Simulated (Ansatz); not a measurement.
Working through a convergence test of the plane-wave cutoff of Na2S, space group Fm-3m

Computed with the Python package of Ansatz (0.2.0).

Typed at the interpreter:
```pycon
>>> import ansatz
>>> import numpy as np
>>> import pandas as pd
>>> vectors = np.array([
...     [0.0, 3.2735, 3.2735],
...     [3.2735, 0.0, 3.2735],
...     [3.2735, 3.2735, 0.0],
... ])
>>> system = (
...     ansatz.Lattice.of(vectors)
...     .atom('Na', [0.25, 0.25, 0.25])
...     .atom('Na', [0.75, 0.75, 0.75])
...     .atom('S', [0.0, 0.0, 0.0])
... )
>>> len(system.resolved().sites)
3
>>> model = system.calculation()
>>> model = model.kpoints(6, 6, 6)
>>> model = model.functional('pbesol')
>>> model = model.occupations('fixed')
>>> model = model.band_table()
>>> rows = []
>>> for value in [250, 325, 400, 475, 550, 625]:
...     report = model.basis(value).run().report
...     rows.append((value, report['free_energy_ev'] / len(report['lattice']['sites']), report['n_iterations'], report['gap_by_band_count_ev'], report['n_pw']))
...
DeckWarning: basis.ecutwfc = 250 eV is below the records' recommended 420 eV, and the density's cutoff is lower with it unless basis.ecutrho_ratio is high enough to keep the records' density cutoff: compare with a run at a higher cutoff
DeckWarning: basis.ecutwfc = 325 eV is below the records' recommended 420 eV, and the density's cutoff is lower with it unless basis.ecutrho_ratio is high enough to keep the records' density cutoff: compare with a run at a higher cutoff
DeckWarning: basis.ecutwfc = 400 eV is below the records' recommended 420 eV, and the density's cutoff is lower with it unless basis.ecutrho_ratio is high enough to keep the records' density cutoff: compare with a run at a higher cutoff
>>> table = pd.DataFrame(rows, columns=['cutoff (eV)', 'F/atom (eV)', 'iterations', 'gap by band count (eV)', 'plane waves'])
>>> table.round(5)
   cutoff (eV)  F/atom (eV)  iterations  gap by band count (eV)  plane waves
0          250  -1279.65081           6                 2.36304          609
1          325  -1279.93844           6                 2.36194          941
2          400  -1279.94766           6                 2.36126         1243
3          475  -1279.94785           6                 2.36129         1639
4          550  -1279.94798           6                 2.36135         2085
5          625  -1279.94802           6                 2.36131         2445
>>> # the last row is the reference
>>> for row in rows[:-1]:
...     shift = 1000 * (row[1] - rows[-1][1])
...     print(f'{row[0]}: {shift:+.2f} meV/atom' + ('  (within 5 meV)' if abs(shift) < 5 else ''))
...
250: +297.21 meV/atom
325: +9.58 meV/atom
400: +0.35 meV/atom  (within 5 meV)
475: +0.17 meV/atom  (within 5 meV)
550: +0.03 meV/atom  (within 5 meV)
```

From 400 eV on it stays within 5 meV an atom of the value at 625 eV; the first row (250 eV) is off by 297.2 meV and the last but one by 0.03 meV. The energy falls steadily, as expected when plane waves are added.

Reading the output:
- Semilocal gaps usually lie well under measured ones.
- The starting cell is as deposited in a crystallographic database; the results hold for this polymorph, which needn't be the stable one.
- Levels are Kohn-Sham eigenvalues on this mesh.
- Warnings are shown shortened and without file and line.
- Shifts are counted from the last row, which is itself no proven limit.
- Wall time of the script: 5.4 s on 1 thread of Arm Neoverse V2, on a shared host, peak memory 0.42 GiB.
